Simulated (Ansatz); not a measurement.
The cell is COD entry 1539232, as deposited and not checked against the literature; nothing was relaxed. The listed cell was then made from it by scaling, straining or moving an atom.

An input for HgTe: DFT, PBEsol, all-electron LAPW, scalar-relativistic (Ansatz 0.2.0).

Command: `ansatz run input.yaml --threads 1 --pin off --max-ram 3072MiB --backend cpu --events-out ev --progress --plain --runs-dir out` The run took 44 s on 1 thread of Intel(R) Xeon(R) 6975P-C (Granite Rapids), on a shared host, peak memory 0.56 GiB.

```yaml
crystal:
  lattice:
    - [0.0, 3.255735, 3.2235]
    - [3.255735, 0.0, 3.2235]
    - [3.255735, 3.255735, 0.0]
  atoms:
    - { symbol: Hg, position: [0.0, 0.0, 0.0] }
    - { symbol: Te, position: [0.75, 0.75, 0.75] }
kpoints:
  mp_grid: { grid: [9, 9, 9] }
  band_path:
    path:
      - [0.0, 0.0, 0.0]
      - [0.0, 0.5, 0.5]
      - [0.25, 0.75, 0.5]
      - [0.0, 0.5, 0.0]
      - [0.0, 0.0, 0.0]
      - [0.5, 0.5, 0.0]
      - [0.3775125, 0.6224875, 0.0]
      - [-0.3775125, 0.3775125, 0.0]
      - [0.0, 0.0, 0.0]
    npoints: 5
scf:
  occupations: { method: fermi_dirac, width: 0.05 }
hamiltonian:
  xc: pbesol
  pseudopotentials: { kind: all_electron, lapw: { basis_error: 0.0005 } }
output:
  forces: true
  stress: true
  eigenvalues: true
```

Set-up and iterations as logged by Ansatz (the results part is left out, to be predicted):

```
LAPW: plane waves up to 8.506 Å⁻¹, error target 5.0e-4 eV per atom; small_component_spin mean_spin; Te in spheres of 1.388 Å, 24 of its electrons in bands, Dirac shells []; Hg in spheres of 1.423 Å, 44 of its electrons in bands, Dirac shells []
Engine: ansatz 0.2.0
Pseudopotentials: kind: all_electron
Pseudopotential: Hg, LAPW, valence charge 44, Koelling and Harmon's equation, gaussian nucleus
Pseudopotential: Te, LAPW, valence charge 24, Koelling and Harmon's equation, gaussian nucleus
Functional definition: PBEsol
  exchange = pbesol_x
  correlation = pbesol_c
Crystal: 2 atoms, lattice volume = 68.337 Å³
Basis set: ecut = 275.6811876975269 eV, 725 PW (Γ), exchange–correlation at level 2
Bands: 41, of which v1, the nominal top of the filled ones, is band 34 counted from 1 (33 counted from 0)
Symmetry: 8 space group operations
Space group: I-4m2 (ITA 119), of the structure as read, at distance tolerance 4.1e-5 Å
k-points: 75 of 729 (time reversal used)
Non-local potential: Hg, projectors of the file, none
Non-local potential: Te, projectors of the file, none
Initial density: superposition of atomic densities (chi_scale 0.1, normalization cell, long waves kept (reshape's long-wave potential 0.00 eV rms))
Initial wavefunctions: plane waves of lowest kinetic energy (no species holds an atomic orbital)
Functional: x = pbesol(κ = 0.804, μ = 0.12345679012345678), c = pbesol(β = 0.046)
iter 1 solved again at ethr=5.82e-4 eV; its pass at ethr=1.00e-1 eV (dr2=3.96e-1 eV) is discarded
SCF iter   1: F=—  HF=-718490.891072 eV  |F-HF|=—  |Δ(HF+E_count)|=         —  Δρ=1.82e-2  dr2=3.97e-1  ethr=5.82e-4  ⟨swp⟩=2.7  Hψ=19159  notcnv=0
iter 2 solved again at ethr=4.36e-5 eV; its pass at ethr=5.82e-4 eV (dr2=2.97e-2 eV) is discarded
SCF iter   2: F=—  HF=-718490.705517 eV  |F-HF|=—  |Δ(HF+E_count)|=   1.86e-1  Δρ=6.00e-3  dr2=2.97e-2  ethr=4.36e-5  ⟨swp⟩=2.0  Hψ=15823  notcnv=0
SCF iter   3: F=—  HF=-718490.665987 eV  |F-HF|=—  |Δ(HF+E_count)|=   3.95e-2  Δρ=3.59e-3  dr2=6.82e-3  ethr=4.36e-5  ⟨swp⟩=2.0  Hψ=9445  notcnv=0
SCF iter   4: F=—  HF=-718490.664789 eV  |F-HF|=—  |Δ(HF+E_count)|=         —  Δρ=8.36e-4  dr2=3.55e-4  ethr=1.00e-5  ⟨swp⟩=2.0  Hψ=8927  notcnv=0
the basis was enlarged: its passes take 191.0 KiB over the memory plan, 1 of 1 planned eigensolver slots
SCF iter   5: F=—  HF=-718490.664726 eV  |F-HF|=—  |Δ(HF+E_count)|=   6.29e-5  Δρ=1.08e-4  dr2=4.93e-6  ethr=5.22e-7  ⟨swp⟩=2.0  Hψ=8927  notcnv=0
SCF iter   6: F=—  HF=-718490.664729 eV  |F-HF|=—  |Δ(HF+E_count)|=   3.70e-6  Δρ=1.94e-5  dr2=2.35e-7  ethr=7.25e-9  ⟨swp⟩=2.9  Hψ=9025  notcnv=0
SCF iter   7: F=-718490.664730 eV  HF=-718490.664729 eV  |F-HF|=2.64e-8  |Δ(HF+E_count)|=   1.74e-7  Δρ=4.75e-6  dr2=1.16e-8  ethr=3.46e-10  ⟨swp⟩=3.0  Hψ=9239  notcnv=0
```

What pressure will this run report?

0.40 GPa (positive in compression).

Is there a band gap?

0.03 eV, direct at Γ (so small a gap may close at points that the mesh and path miss).
